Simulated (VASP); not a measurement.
Crystal: NaF.

```
CELL_PARAMETERS angstrom
0.00000 2.27431 2.27431
2.27431 0.00000 2.27431
2.27431 2.27431 0.00000
ATOMIC_POSITIONS crystal
Na 0.00000 0.00000 0.00000
F 0.50000 0.50000 0.50000
```

The cell was built by a generator and needn't be a form met in nature.

Program: VASP 6.6.1. Alike in all runs: potentials or basis VASP PAW PBE potentials, release 64 (Na_pv, F); cell as given; cutoff (eV) 520; smearing gaussian 0.02 eV. Hardware: 4 MPI ranks on Intel(R) Xeon(R) Platinum 8175M CPU @ 2.50GHz (Skylake/Cascade Lake), on a shared host.

Order these runs on this cell by their wall time, lowest first.
A. task band structure; level HSE06; spin off; k mesh 8 × 8 × 8; grid for exact exchange (PRECFOCK) Fast; screening parameter 0.2 1/A
B. task band structure; level PBE; spin non-collinear, zero start, SOC; k mesh 10 × 10 × 10
C. task electrostatic potential; level PBE; spin non-collinear, zero start, SOC; k mesh 10 × 10 × 10
D. task electrostatic potential; level HSE06; spin off; k mesh 8 × 8 × 8; grid for exact exchange (PRECFOCK) Fast; screening parameter 0.2 1/A
E. task band structure; level r2SCAN+rVV10; spin off; k mesh 10 × 10 × 10

C (14 s), B (33 s), E (72 s), D (270 s), A (1200 s).
